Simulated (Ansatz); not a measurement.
Input deck for Ansatz 0.2.0, then the block of the output on the nuclei.

The cell is a structure deposited in the COD, atoms as given.

```yaml
crystal:
  lattice:
    - [4.2685, 0.0, 0.0]
    - [0.0, 4.2685, 0.0]
    - [0.0, 0.0, 4.2685]
  atoms:
    - { symbol: Cu, position: [0.25, 0.25, 0.25] }
    - { symbol: Cu, position: [0.25, 0.75, 0.75] }
    - { symbol: Cu, position: [0.75, 0.75, 0.25] }
    - { symbol: Cu, position: [0.75, 0.25, 0.75] }
    - { symbol: O, position: [0.0, 0.0, 0.0] }
    - { symbol: O, position: [0.5, 0.5, 0.5] }
kpoints:
  mp_grid: { grid: [7, 7, 7] }
scf:
  occupations: { method: fermi_dirac, width: 0.02 }
hamiltonian:
  xc: pbe
  pseudopotentials: { kind: paw }
output:
  forces: true
  stress: true
  populations: true
  efg:
    quadrupole_moments_barn: { Cu: -0.22, O: -0.02558 }
    contact_densities: true
```

```sh
ansatz run input.yaml --threads 1 --pin off --max-ram 3072MiB --backend cpu --events-out ev --progress --plain --runs-dir out
```

Of the output, the block on the nuclei alone is shown; the set-up, the SCF iterations, energies, forces and stress are cut. One atom of each set with nearly equal values is shown.

```
--- PAW observables at the nuclei: V_zz in 10²¹ V/m², potentials from the cell's mean, atoms counted from 1 ---
  atom   1  Cu V_zz =    -5.194898   η = 0.0000   by run symmetry: allowed   C_q = +27.6347 MHz
            electrostatic potential = -3756.568342 V   contact ρ = 147557.093385 e/Å³
  atom   5  O  V_zz =    +0.000000   η = 0.0000   by run symmetry: forbidden   C_q = -0.0000 MHz
            electrostatic potential = -623.140216 V   contact ρ = 2155.907761 e/Å³
```

Hardware: 1 thread of Intel Xeon 6975P-C (Granite Rapids) (x86_64; 16 cores open to the job, memory cap 3.0 GiB, no GPU), a shared host with a load of 0.4 a core. Wall time 4 s, CPU time 3.9 s, peak memory 0.43 GiB.

Semilocal functionals underestimate gradients at Cu(I) with two or three neighbours, in Cu₂O by a fifth to nearly a half.
